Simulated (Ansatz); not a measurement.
# Iridium, hcp under RPBE: from relaxation to bulk modulus, part 1 of 2

What does RPBE give for iridium in the hcp structure? We relax it, solve it on a dense k-mesh, then scale the cell to 7 volumes from 88 to 112 % of the relaxed one and try a fit of the equation of state. Spin polarisation is left out. The k-meshes are 13×13×7 for the relaxation; 21×21×12 for the dense run; 15×15×8 for the volumes.

This is Ir in the hcp structure; at room conditions it is fcc.

Computed with Ansatz 0.2.0 (DFT RPBE, plane waves (420 eV) with PAW, scalar-relativistic; PAW files made under PBE, frozen cores solved again for the functional, unless a step says otherwise).

**1. Starting point**

Symmetry: P6_3/mmc, No. 194, hexagonal system. Conventional cell: a = 2.715 Å, b = 2.715 Å, c = 4.433 Å, α = 90.00°, β = 90.00°, γ = 120.00°. Ir (site symmetry -6m2) has 12 Ir at 2.71 Å as nearest neighbours.

As a file:

```xyz
2
Lattice="2.7149 0.0000 0.0000 -1.3574 2.3511 0.0000 0.0000 0.0000 4.4334" Properties=species:S:1:pos:R:3 pbc="T T T"
Ir    0.0000    1.5674    1.1083
Ir    1.3574    0.7837    3.3250
```

**2. Relaxing cell and atoms**

The input, input.yaml:

```yaml
crystal:
  lattice:
    - [2.7148619862, 0.0, 0.0]
    - [-1.3574309931, 2.3511394478, 0.0]
    - [0.0, 0.0, 4.4333696235]
  atoms:
    - { symbol: Ir, position: [0.3333333333, 0.6666666667, 0.25] }
    - { symbol: Ir, position: [0.6666666667, 0.3333333333, 0.75] }
hamiltonian:
  xc: rpbe
  pseudopotentials:
    kind: paw
    azcp:
      Ir: "pseudopotentials/Ir.paw.azcp"
basis:
  ecutwfc: 420
  fft_grid_basis: typed
kpoints:
  mp_grid: { grid: [13, 13, 7], shift: [0, 0, 0] }
magnetization:
  spin_polarized: false
scf:
  occupations: { method: fermi_dirac, width: 0.1 }
relax:
  max_steps: 60
  f_tol: 0.01
  cell: {}
```

Log:

```text
Warning: RAYON_NUM_THREADS=2 ignored (pool sized by the plan → 2); use --threads N
Engine: ansatz 0.2.0, x86_64-unknown-linux-gnu
Pseudopotentials: kind: paw
Pseudopotential: Ir, paw, valence charge 17, recommended cutoff 420 eV (normal), <dir>
Functional definition: RPBE
  parameter kappa = 0.804
  parameter beta = 0.06672455060314922
  exchange = rpbe_x(kappa = kappa, mu = beta*pi^2/3)
  correlation = pbe_c(beta = beta)
Crystal: 2 atoms, lattice volume = 28.298 Å³
Basis set: ecut = 420 eV, 549 PW (Γ), exchange–correlation on 40×40×60 points (8 copies of the dense FFT grid, shifted against one another)
Bands: 21, of which v1, the nominal top of the filled ones, is band 17 counted from 1 (16 counted from 0)
Symmetry: 24 space group operations
Space group: P63/mmc (ITA 194), of the structure as read, at distance tolerance 3.0e-5 Å
k-points: 84 of 1183
Non-local potential: Ir, projectors of the file, l = 0: 3, l = 1: 2, l = 2: 2, l = 3: 1
PAW form: soft (Blöchl's): semilocal exchange-correlation on the pseudo side does not see the compensation charge
PAW frozen core: Ir, regenerated for the run's functional, and the local potential with it (the file was generated under x = pbe(κ = 0.804, μ = 0.2195149727645171), c = pbe(β = 0.06672455060314922))
PAW one-centre angular grid: Ir, 590 points (default); XC on 64 Gauss nodes
Initial density: superposition of atomic densities (neutral atoms: chi_scale 0, normalization atom), corrected by the library's trained network
Initial wavefunctions: pseudopotential atomic-orbital guess
Functional: x = rpbe, c = pbe(β = 0.06672455060314922)
SCF iter   1: F=—  HF=-23897.328333 eV  |F-HF|=—  |Δ(HF+E_count)|=         —  Δρ=7.53e-3  dr2=3.99e-3  ethr=1.77e-3  ⟨swp⟩=4.6  Hψ=6841  notcnv=0
preconditioner: auto → none  [metal: Δε(μ)=0.014 eV  Ē_g=8.044 eV  σ=0.100 eV  W_gap=0.04  n_scr=8 (ndim 8)  ℏωp=29.6 eV  f_vac=0.000  D(μ)=2.55/eV (n_scr^D=34)  sad-step TF]
SCF iter   2: F=—  HF=-23897.333250 eV  |F-HF|=—  |Δ(HF+E_count)|=   4.92e-3  Δρ=4.52e-3  dr2=1.56e-3  ethr=1.17e-5  ⟨swp⟩=1.9  Hψ=3005  notcnv=0
SCF iter   3: F=—  HF=-23897.335499 eV  |F-HF|=—  |Δ(HF+E_count)|=   2.25e-3  Δρ=2.87e-4  dr2=7.40e-6  ethr=4.59e-6  ⟨swp⟩=2.0  Hψ=2526  notcnv=0
SCF iter   4: F=—  HF=-23897.335533 eV  |F-HF|=—  |Δ(HF+E_count)|=   3.37e-5  Δρ=7.12e-5  dr2=1.22e-6  ethr=2.18e-8  ⟨swp⟩=2.4  Hψ=3081  notcnv=0
iter 5 did not close the SCF: its close was put off for the readings that it lacked (scf_convergence_deferred on its scf_iter line)
SCF iter   5: F=-23897.335533 eV  HF=-23897.335533 eV  |F-HF|=3.33e-9  |Δ(HF+E_count)|=   3.08e-7  Δρ=7.95e-6  dr2=8.79e-9  ethr=3.59e-9  ⟨swp⟩=2.9  Hψ=3423  notcnv=0
SCF iter   6: F=-23897.335533 eV  HF=-23897.335533 eV  |F-HF|=4.73e-11  |Δ(HF+E_count)|=   2.12e-9  Δρ=1.86e-6  dr2=4.03e-10  ethr=2.59e-11  ⟨swp⟩=1.5  Hψ=5709  notcnv=0
SCF 1 converged in 6 iterations: F = -23897.335533 eV  dr2 = 4.03e-10
relax step   1: F+E_penalty+E_count = -23897.33553276 eV  Δ(F+E_penalty+E_count) = +0.000e0 eV  max|allowed force component| = 1.480e-16 eV/Å  Δτ_max = 0.0000 Å  P = +15.365 GPa  Ω = 28.298 Å³  (6 SCF iters, dr2 threshold 1.00e-7 eV, accepted)
Crystal: 2 atoms, lattice volume = 31.774 Å³
Basis set: ecut = 420 eV, 615 PW (Γ), exchange–correlation on 40×40×60 points (8 copies of the dense FFT grid, shifted against one another)
Initial density: handed on by an earlier stage of this run
Initial wavefunctions: those handed on with the density
iter 1 solved again at ethr=2.30e-5 eV; its pass at ethr=3.10e-3 eV (dr2=7.82e-3 eV) is discarded
SCF iter   1: F=—  HF=-23897.242837 eV  |F-HF|=—  |Δ(HF+E_count)|=         —  Δρ=5.61e-3  dr2=8.00e-3  ethr=2.30e-5  ⟨swp⟩=1.4  Hψ=9472  notcnv=0
preconditioner: auto → Kerker (q_TF=auto, 2.759 Å⁻¹)  [metal: Δε(μ)=0.032 eV  Ē_g=6.966 eV  σ=0.100 eV  W_gap=0.08  n_scr=10 (ndim 8)  ℏωp=27.9 eV  f_vac=0.000  D(μ)=3.12/eV (n_scr^D=36)]
SCF iter   2: F=—  HF=-23897.241618 eV  |F-HF|=—  |Δ(HF+E_count)|=   1.22e-3  Δρ=3.19e-3  dr2=2.34e-3  ethr=2.30e-5  ⟨swp⟩=1.4  Hψ=2106  notcnv=0
SCF iter   3: F=—  HF=-23897.241335 eV  |F-HF|=—  |Δ(HF+E_count)|=   2.82e-4  Δρ=4.04e-4  dr2=2.27e-5  ethr=6.87e-6  ⟨swp⟩=2.0  Hψ=2482  notcnv=0
SCF iter   4: F=—  HF=-23897.241339 eV  |F-HF|=—  |Δ(HF+E_count)|=   4.14e-6  Δρ=6.00e-5  dr2=8.87e-7  ethr=6.69e-8  ⟨swp⟩=2.3  Hψ=3099  notcnv=0
iter 5 did not close the SCF: its close was put off for the readings that it lacked (scf_convergence_deferred on its scf_iter line)
SCF iter   5: F=-23897.241340 eV  HF=-23897.241340 eV  |F-HF|=1.88e-8  |Δ(HF+E_count)|=   7.53e-8  Δρ=1.42e-5  dr2=5.93e-8  ethr=2.61e-9  ⟨swp⟩=2.2  Hψ=2663  notcnv=0
SCF iter   6: F=-23897.241340 eV  HF=-23897.241340 eV  |F-HF|=8.37e-10  |Δ(HF+E_count)|=   9.31e-9  Δρ=3.55e-6  dr2=3.81e-9  ethr=1.74e-10  ⟨swp⟩=1.9  Hψ=5416  notcnv=0
SCF 2 converged in 6 iterations: F = -23897.241340 eV  dr2 = 3.81e-9
relax step   2: F+E_penalty+E_count = -23897.24133953 eV  Δ(F+E_penalty+E_count) = +9.419e-2 eV  max|allowed force component| = 1.295e-16 eV/Å  Δτ_max = 0.0000 Å  P = -19.745 GPa  Ω = 31.774 Å³  energy of the carried Pulay correction = -2.086e-3 eV  (6 SCF iters, dr2 threshold 2.00e-7 eV, rejected (line search))
Crystal: 2 atoms, lattice volume = 29.725 Å³
Basis set: ecut = 420 eV, 579 PW (Γ), exchange–correlation on 40×40×60 points (8 copies of the dense FFT grid, shifted against one another)
iter 1 solved again at ethr=7.72e-6 eV; its pass at ethr=3.10e-3 eV (dr2=2.62e-3 eV) is discarded
SCF iter   1: F=—  HF=-23897.391157 eV  |F-HF|=—  |Δ(HF+E_count)|=         —  Δρ=3.37e-3  dr2=2.68e-3  ethr=7.72e-6  ⟨swp⟩=1.5  Hψ=9151  notcnv=0
preconditioner: auto → none  [metal: Δε(μ)=0.021 eV  Ē_g=7.579 eV  σ=0.100 eV  W_gap=0.05  n_scr=8 (ndim 8)  ℏωp=28.9 eV  f_vac=0.000  D(μ)=2.78/eV (n_scr^D=34)]
SCF iter   2: F=—  HF=-23897.390468 eV  |F-HF|=—  |Δ(HF+E_count)|=   6.90e-4  Δρ=1.21e-3  dr2=1.70e-4  ethr=7.72e-6  ⟨swp⟩=2.0  Hψ=2475  notcnv=0
SCF iter   3: F=—  HF=-23897.390479 eV  |F-HF|=—  |Δ(HF+E_count)|=   1.15e-5  Δρ=3.69e-4  dr2=1.34e-5  ethr=5.00e-7  ⟨swp⟩=1.5  Hψ=2100  notcnv=0
SCF iter   4: F=—  HF=-23897.390506 eV  |F-HF|=—  |Δ(HF+E_count)|=   2.67e-5  Δρ=1.96e-5  dr2=3.54e-8  ethr=3.94e-8  ⟨swp⟩=2.4  Hψ=2513  notcnv=0
SCF iter   5: F=—  HF=-23897.390507 eV  |F-HF|=—  |Δ(HF+E_count)|=   1.40e-6  Δρ=2.91e-6  dr2=8.39e-10  ethr=1.04e-10  ⟨swp⟩=2.3  Hψ=3153  notcnv=0
SCF iter   6: F=—  HF=-23897.390507 eV  |F-HF|=—  |Δ(HF+E_count)|=  2.36e-10  Δρ=4.92e-7  dr2=4.17e-11  ethr=1.00e-12  ⟨swp⟩=6.0  Hψ=8553  notcnv=0
SCF iter   7: F=-23897.390507 eV  HF=-23897.390507 eV  |F-HF|=3.64e-12  |Δ(HF+E_count)|=  1.46e-11  Δρ=8.26e-8  dr2=7.05e-13  ethr=1.00e-12  ⟨swp⟩=5.0  Hψ=7361  notcnv=0
SCF 3 converged in 7 iterations: F = -23897.390507 eV  dr2 = 7.05e-13
relax step   3: F+E_penalty+E_count = -23897.39050735 eV  Δ(F+E_penalty+E_count) = -5.497e-2 eV  max|allowed force component| = 1.295e-16 eV/Å  Δτ_max = 0.0000 Å  P = -2.149 GPa  Ω = 29.725 Å³  energy of the carried Pulay correction = -8.853e-4 eV  (7 SCF iters, accepted)
[... 14 lines left out ...]
relax step   4: F+E_penalty+E_count = -23897.39197600 eV  Δ(F+E_penalty+E_count) = -1.469e-3 eV  max|allowed force component| = 7.401e-17 eV/Å  Δτ_max = 0.0000 Å  P = -0.035 GPa  Ω = 29.529 Å³  energy of the carried Pulay correction = -7.660e-4 eV  (6 SCF iters, dr2 threshold 2.00e-7 eV, accepted)
[... 14 lines left out ...]
relax step   5: F+E_penalty+E_count = -23897.39197888 eV  Δ(F+E_penalty+E_count) = -2.884e-6 eV  max|allowed force component| = 2.128e-16 eV/Å  Δτ_max = 0.0000 Å  P = +0.001 GPa  Ω = 29.526 Å³  energy of the carried Pulay correction = -7.640e-4 eV  (6 SCF iters, dr2 threshold 1.30e-8 eV, accepted)
[... 10 lines left out ...]
relax step   6: F+E_penalty+E_count = -23897.39256456 eV  Δ(F+E_penalty+E_count) = -5.857e-4 eV  max|allowed force component| = 2.174e-16 eV/Å  Δτ_max = 0.0000 Å  P = -0.042 GPa  Ω = 29.526 Å³  stress off target by 5.42e-2 GPa  SCF on the basis re-selected at this cell (its energy is not comparable with the rows above)  (6 SCF iters)
[... 15 lines left out ...]
relax step   7: F+E_penalty+E_count = -23897.39256723 eV  Δ(F+E_penalty+E_count) = -2.666e-6 eV  max|allowed force component| = 6.939e-17 eV/Å  Δτ_max = 0.0000 Å  P = -0.001 GPa  Ω = 29.522 Å³  energy of the carried Pulay correction = +2.102e-6 eV  (6 SCF iters, dr2 threshold 7.34e-9 eV, accepted)
iter 1 solved again at ethr=4.15e-9 eV; its pass at ethr=3.10e-3 eV (dr2=1.41e-6 eV) is discarded
SCF iter   1: F=—  HF=-23897.392541 eV  |F-HF|=—  |Δ(HF+E_count)|=         —  Δρ=1.08e-6  dr2=9.37e-11  ethr=4.15e-9  ⟨swp⟩=4.2  Hψ=12798  notcnv=0
SCF iter   2: F=—  HF=-23897.392565 eV  |F-HF|=—  |Δ(HF+E_count)|=   2.41e-5  Δρ=4.90e-7  dr2=3.77e-11  ethr=1.00e-12  ⟨swp⟩=2.6  Hψ=3581  notcnv=0
iter 3 did not close the SCF: its close was put off for the readings that it lacked (scf_convergence_deferred on its scf_iter line)
SCF iter   3: F=-23897.392565 eV  HF=-23897.392565 eV  |F-HF|=0.00e0  |Δ(HF+E_count)|=    0.00e0  Δρ=2.91e-7  dr2=9.09e-12  ethr=1.00e-12  ⟨swp⟩=1.0  Hψ=1764  notcnv=0
iter 4 did not close the SCF: its close was put off for the readings that it lacked (scf_convergence_deferred on its scf_iter line)
SCF iter   4: F=-23897.392565 eV  HF=-23897.392565 eV  |F-HF|=0.00e0  |Δ(HF+E_count)|=    0.00e0  Δρ=5.06e-8  dr2=1.62e-13  ethr=1.00e-12  ⟨swp⟩=1.0  Hψ=1764  notcnv=0
iter 5 did not close the SCF: its close was put off for the readings that it lacked (scf_convergence_deferred on its scf_iter line)
SCF iter   5: F=-23897.392565 eV  HF=-23897.392565 eV  |F-HF|=0.00e0  |Δ(HF+E_count)|=    0.00e0  Δρ=2.63e-9  dr2=1.35e-15  ethr=1.00e-12  ⟨swp⟩=1.0  Hψ=1764  notcnv=0
iter 6 did not close the SCF: its close was put off for the readings that it lacked (scf_convergence_deferred on its scf_iter line)
SCF iter   6: F=-23897.392565 eV  HF=-23897.392565 eV  |F-HF|=3.64e-12  |Δ(HF+E_count)|=  3.64e-12  Δρ=4.78e-10  dr2=1.75e-17  ethr=1.00e-12  ⟨swp⟩=1.0  Hψ=1764  notcnv=0
SCF iter   7: F=-23897.392565 eV  HF=-23897.392565 eV  |F-HF|=0.00e0  |Δ(HF+E_count)|=  3.64e-12  Δρ=2.84e-10  dr2=7.90e-18  ethr=1.00e-12  ⟨swp⟩=1.3  Hψ=3900  notcnv=0
SCF 8 converged in 7 iterations: F = -23897.392565 eV  dr2 = 7.90e-18
relax step   8: F+E_penalty+E_count = -23897.39256473 eV  Δ(F+E_penalty+E_count) = +2.495e-6 eV  max|allowed force component| = 7.401e-17 eV/Å  Δτ_max = 0.0000 Å  P = -0.001 GPa  Ω = 29.522 Å³  stress off target by 8.23e-4 GPa  SCF on the basis re-selected at this cell (its energy is not comparable with the rows above)  (7 SCF iters)
basis re-selected at this cell: Δ(F+E_penalty+E_count) = +2.495e-6 eV, ΔP = +0.000 GPa vs the last step (what re-selecting the basis moved, of the pressure what is left beyond the Pulay correction that the steps carried, after the strain that the cell walked since its last selection, with what the two solves' SCF thresholds leave and, on support functions, any second-order correction that the steps lacked; it is no measure of the basis error at this ecutwfc). This SCF's stress stands 8.23e-4 GPa from its target on what of the cell is left free (relax.cell.stress_tol is 5.00e-2 GPa) and its largest allowed force component is 7.40e-17 eV/Å (relax.f_tol is 1.00e-2 eV/Å): within both
SCF converged after 7 iterations
Free energy (F): -23897.392565 eV
Harris-Foulkes:  -23897.392565 eV  (|F-HF|=0.00e0)
Internal energy: -23897.302967 eV  (E = F + TS)
E sigma→0 (E₀):  -23897.347766 eV
Entropy (-TS):   -0.089597 eV (-44.799 meV/atom)
Fermi energy:    24.684486 eV
--- Per-component energies (eV) ---
  E_band       = -200.796844
  E_kinetic    = 1243.984082
  E_local      = -2224.998650  (includes V_loc(G=0)·N_el)
  E_nonlocal   = 143.404480
  E_hartree    = 848.701437
  E_xc         = -535.621641
  E_vxc        = -598.936425  (∫ρ·V_xc dr)
  E_paw        = -18473.093350  (= ΣΔE_a)
  E_vpaw       = -461.653330  (= ΣTr[D̂ρ^β])
  E_aug_tail   = 0.000124  (compensation charges beyond the density's cutoff)
  E_ewald      = -4899.616405
  E_core_change = -0.063044  (= ΣΔE_core)
  E_smearing   = -0.089597  (= −TS)
  E_closure    = 0.000000  (closes the sum)
  Σ components = -23897.392565   (vs F -23897.392565, Δ=0.00e0)
--- Forces (eV/Å), atoms counted from 1 ---
  atom   1  Ir     0.00000000     0.00000000     0.00000000
  atom   2  Ir    -0.00000000    -0.00000000     0.00000000
  max |Σ_I F_I| component: 9.25e-18 eV/Å
--- Stress (GPa, compression-positive) ---
       -0.000823      -0.000000       0.000000
       -0.000000      -0.000823       0.000000
        0.000000       0.000000       0.000095
  P = ⅓ Tr σ = -0.0005 GPa (-0.005 kbar)
--- Relaxed structure (6 steps of the walk, 5 accepted, 2 SCFs on fresh bases) ---
  F+E_penalty+E_count = -23897.39256473 eV   max|allowed force component| = 7.401e-17 eV/Å   (the final SCF, on the basis selected at the relaxed cell)
  cell:  # Å, volume = 29.5221 Å³
    - [2.7599121321982283, 0.0, 0.0]
    - [-1.3799560660991141, 2.390154018696542, 0.0]
    - [0.0, 0.0, 4.4753356895353456]
  atoms:
    - { symbol: Ir, position: [0.3333333333333333, 0.6666666666666666, 0.25] }
    - { symbol: Ir, position: [0.6666666666666666, 0.3333333333333333, 0.7500000000000001] }
```

Wall time 5.9 s (2 threads of Intel Xeon Platinum 8488C (Sapphire Rapids), shared host); peak memory 0.41 GiB.

The steps of the relaxation:

| step | energy change (meV/atom) | largest force (eV/Å) | pressure (GPa) | volume (Å³/atom) | accepted |
| --- | --- | --- | --- | --- | --- |
| 1 | 0.00 | 0.0000 | 15.36 | 14.149 | yes |
| 2 | 47.10 | 0.0000 | -19.74 | 15.887 | no |
| 3 | -27.49 | 0.0000 | -2.15 | 14.862 | yes |
| 4 | -28.22 | 0.0000 | -0.04 | 14.765 | yes |
| 5 | -28.22 | 0.0000 | 0.00 | 14.763 | yes |
| 6 | -28.52 | 0.0000 | -0.04 | 14.763 | yes |
| 7 | -28.52 | 0.0000 | 0.00 | 14.761 | yes |
| 8 | -28.52 | 0.0000 | 0.00 | 14.761 | yes |

Steps that repeat a cell are solved on a basis chosen anew, so their changes of energy are no gain of the relaxation.

Changes in the cell that was computed:

|  | before | after | change |
| --- | --- | --- | --- |
| a (Å) | 2.715 | 2.760 | +1.7 % |
| b (Å) | 2.715 | 2.760 | +1.7 % |
| c (Å) | 4.433 | 4.475 | +0.9 % |
| volume (Å³/atom) | 14.149 | 14.761 | +4.3 % |
| shortest distance (Å) | 2.715 | 2.747 | +1.2 % |
| space group (spins left aside) | P6_3/mmc | P6_3/mmc | same |

**3. Single point on a dense mesh**

The input, input.yaml:

```yaml
crystal:
  lattice:
    - [2.7599121322, 0.0, 0.0]
    - [-1.3799560661, 2.3901540187, 0.0]
    - [0.0, 0.0, 4.4753356895]
  atoms:
    - { symbol: Ir, position: [0.3333333333, 0.6666666667, 0.25] }
    - { symbol: Ir, position: [0.6666666667, 0.3333333333, 0.75] }
hamiltonian:
  xc: rpbe
  pseudopotentials:
    kind: paw
    azcp:
      Ir: "pseudopotentials/Ir.paw.azcp"
basis:
  ecutwfc: 420
  fft_grid_basis: typed
kpoints:
  mp_grid: { grid: [21, 21, 12], shift: [0, 0, 0] }
magnetization:
  spin_polarized: false
scf:
  occupations: { method: fermi_dirac, width: 0.1 }
```

Log, cut to the lines that bear on the results:

```text
Warning: RAYON_NUM_THREADS=2 ignored (pool sized by the plan → 2); use --threads N
[...]
Pseudopotentials: kind: paw
Pseudopotential: Ir, paw, valence charge 17, recommended cutoff 420 eV (normal), <dir>
Functional definition: RPBE
[...]
Crystal: 2 atoms, lattice volume = 29.522 Å³
Basis set: ecut = 420 eV, 573 PW (Γ)
Bands: 21, of which v1, the nominal top of the filled ones, is band 17 counted from 1 (16 counted from 0)
Symmetry: 24 space group operations
Space group: P63/mmc (ITA 194), of the structure as read, at distance tolerance 3.1e-5 Å
k-points: 336 of 5292
[...]
SCF iter   1: F=—  HF=-23897.391315 eV  |F-HF|=—  |Δ(HF+E_count)|=         —  Δρ=7.56e-3  dr2=4.35e-3  ethr=1.77e-3  ⟨swp⟩=4.5  Hψ=26916  notcnv=0
[...]
SCF iter   6: F=-23897.398860 eV  HF=-23897.398860 eV  |F-HF|=3.64e-11  |Δ(HF+E_count)|=   1.98e-9  Δρ=1.87e-6  dr2=4.52e-10  ethr=2.65e-11  ⟨swp⟩=1.0  Hψ=22459  notcnv=0
[...]
SCF converged after 6 iterations
Free energy (F): -23897.398860 eV
[...]
E sigma→0 (E₀):  -23897.357636 eV
Entropy (-TS):   -0.082449 eV (-41.225 meV/atom)
Fermi energy:    24.671287 eV
[...]
```

It took 2.4 s on 2 threads of Intel Xeon Platinum 8488C (Sapphire Rapids), shared host; peak memory 0.47 GiB.

**4. At 88 % of the relaxed volume**

The input, input.yaml:

```yaml
crystal:
  lattice:
    - [2.6447795588, 0.0, 0.0]
    - [-1.3223897794, 2.2904462853, 0.0]
    - [0.0, 0.0, 4.288642458]
  atoms:
    - { symbol: Ir, position: [0.3333333333, 0.6666666667, 0.25] }
    - { symbol: Ir, position: [0.6666666667, 0.3333333333, 0.75] }
hamiltonian:
  xc: rpbe
  pseudopotentials:
    kind: paw
    azcp:
      Ir: "pseudopotentials/Ir.paw.azcp"
basis:
  ecutwfc: 420
  fft_grid_basis: typed
kpoints:
  mp_grid: { grid: [15, 15, 8], shift: [0, 0, 0] }
magnetization:
  spin_polarized: false
scf:
  occupations: { method: fermi_dirac, width: 0.1 }
  lower_state_search: "off"
output:
  stress: true
```

Log, cut to the lines that bear on the results:

```text
Warning: RAYON_NUM_THREADS=2 ignored (pool sized by the plan → 2); use --threads N
[...]
Pseudopotentials: kind: paw
Pseudopotential: Ir, paw, valence charge 17, recommended cutoff 420 eV (normal), <dir>
Functional definition: RPBE
[...]
Crystal: 2 atoms, lattice volume = 25.979 Å³
Basis set: ecut = 420 eV, 537 PW (Γ)
Bands: 21, of which v1, the nominal top of the filled ones, is band 17 counted from 1 (16 counted from 0)
Symmetry: 24 space group operations
Space group: P63/mmc (ITA 194), of the structure as read, at distance tolerance 3.0e-5 Å
k-points: 135 of 1800
[...]
SCF iter   1: F=—  HF=-23896.840272 eV  |F-HF|=—  |Δ(HF+E_count)|=         —  Δρ=9.09e-3  dr2=4.59e-3  ethr=1.77e-3  ⟨swp⟩=4.9  Hψ=11552  notcnv=0
[...]
SCF iter   6: F=-23896.845581 eV  HF=-23896.845581 eV  |F-HF|=1.06e-10  |Δ(HF+E_count)|=  1.93e-10  Δρ=8.60e-7  dr2=1.35e-10  ethr=7.30e-12  ⟨swp⟩=1.2  Hψ=8700  notcnv=0
[...]
SCF converged after 6 iterations
Free energy (F): -23896.845581 eV
[...]
E sigma→0 (E₀):  -23896.812978 eV
Entropy (-TS):   -0.065205 eV (-32.603 meV/atom)
Fermi energy:    28.935263 eV
[...]
--- Stress (GPa, compression-positive) ---
       57.162656      -0.000000       0.000000
        0.000000      57.162656       0.000000
        0.000000       0.000000      58.195200
  P = ⅓ Tr σ = 57.5068 GPa (575.068 kbar)
```

It took 1.2 s on 2 threads of Intel Xeon Platinum 8488C (Sapphire Rapids), shared host; peak memory 0.39 GiB.

**5. At 92 % of the relaxed volume**

Changes to input.yaml since step 4:

```diff
@@ -2,5 +2,5 @@
   lattice:
-    - [2.6447795588, 0.0, 0.0]
-    - [-1.3223897794, 2.2904462853, 0.0]
-    - [0.0, 0.0, 4.288642458]
+    - [2.6842597011, 0.0, 0.0]
+    - [-1.3421298506, 2.3246370915, 0.0]
+    - [0.0, 0.0, 4.3526614852]
   atoms:
```

Log, cut to the lines that bear on the results:

```text
Warning: RAYON_NUM_THREADS=2 ignored (pool sized by the plan → 2); use --threads N
[...]
Pseudopotentials: kind: paw
Pseudopotential: Ir, paw, valence charge 17, recommended cutoff 420 eV (normal), <dir>
Functional definition: RPBE
[...]
Crystal: 2 atoms, lattice volume = 27.160 Å³
Basis set: ecut = 420 eV, 549 PW (Γ)
Bands: 21, of which v1, the nominal top of the filled ones, is band 17 counted from 1 (16 counted from 0)
Symmetry: 24 space group operations
Space group: P63/mmc (ITA 194), of the structure as read, at distance tolerance 3.0e-5 Å
k-points: 135 of 1800
[...]
SCF iter   1: F=—  HF=-23897.170598 eV  |F-HF|=—  |Δ(HF+E_count)|=         —  Δρ=8.47e-3  dr2=4.39e-3  ethr=1.77e-3  ⟨swp⟩=4.7  Hψ=11262  notcnv=0
[...]
SCF iter   6: F=-23897.177245 eV  HF=-23897.177245 eV  |F-HF|=1.64e-10  |Δ(HF+E_count)|=   4.34e-9  Δρ=2.55e-6  dr2=7.16e-10  ethr=3.96e-11  ⟨swp⟩=1.8  Hψ=8767  notcnv=0
[...]
SCF converged after 6 iterations
Free energy (F): -23897.177245 eV
[...]
E sigma→0 (E₀):  -23897.142070 eV
Entropy (-TS):   -0.070350 eV (-35.175 meV/atom)
Fermi energy:    27.393332 eV
[...]
--- Stress (GPa, compression-positive) ---
       33.295793      -0.000000      -0.000000
       -0.000000      33.295793      -0.000000
       -0.000000      -0.000000      33.801755
  P = ⅓ Tr σ = 33.4644 GPa (334.644 kbar)
```

It took 1.2 s on 2 threads of Intel Xeon Platinum 8488C (Sapphire Rapids), shared host; peak memory 0.4 GiB.

(Continued in part 2 of 2.)
